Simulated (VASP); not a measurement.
A run of VASP 6.6.1 is set up as follows.

POSCAR

```
ZrN
1.0
    0.0000000000      2.2942655900      2.2942655900
    2.2942655900      0.0000000000      2.2942655900
    2.2942655900      2.2942655900      0.0000000000
Zr N
1 1
Direct
    0.5000000000      0.5000000000      0.5000000000
    0.0000000000      0.0000000000      0.0000000000
```

The input INCAR.step1:

```
SYSTEM = ZrN
  ALGO = Normal
  EDIFF = 1E-8
  EDIFFG = -0.002
  ENCUT = 600
  IBRION = 2
  ISIF = 3
  ISMEAR = 0
  LASPH = .TRUE.
  LCHARG = .FALSE.
  LREAL = .FALSE.
  LWAVE = .FALSE.
  NELM = 80
  NSW = 40
  PREC = Accurate
  SIGMA = 0.1
```

Contents of INCAR.step2:

```
SYSTEM = ZrN
  ALGO = Normal
  EDIFF = 1E-8
  ENCUT = 600
  IBRION = 6
  ISIF = 3
  ISMEAR = 0
  LASPH = .TRUE.
  LCHARG = .FALSE.
  LREAL = .FALSE.
  LWAVE = .FALSE.
  NELM = 80
  NFREE = 2
  NSW = 1
  POTIM = 0.015
  PREC = Accurate
  SIGMA = 0.1
```

Contents of KPOINTS:

```
k-points
0
G
  8 8 8
  0 0 0
```

Potentials or basis: VASP PAW LDA potentials, release 64 (Zr_sv, N).

The run is started by

```bash
$ cat potpaw_LDA.64/Zr_sv/POTCAR potpaw_LDA.64/N/POTCAR > POTCAR
$ cp INCAR.step1 INCAR
$ mpirun -np 1 vasp_std > vasp.out
$ cp CONTCAR POSCAR
$ cp INCAR.step2 INCAR
$ mpirun -np 1 vasp_std > vasp.out
```

Q: Estimate the elastic constants C11, C12, C44.

A: 578, 135, 79 GPa.

Q: Estimate the Voigt bulk modulus.

A: 282 GPa.

Q: What does it give for the relaxed cell?

A: a = 3.203 Å, b = 3.203 Å, c = 3.203 Å, α = 60.00°, β = 60.00°, γ = 60.00°.

Q: Predict the space group after relaxing (to 0.05 Å).

A: Fm-3m (No. 225).

Final structure:
```
Zr N
1.0
     0.00000    2.26495    2.26495
     2.26495    0.00000    2.26495
     2.26495    2.26495    0.00000
Zr N
1 1
Cartesian
  2.2650 2.2650 2.2650
  2.2650 2.2650 0.0000
```
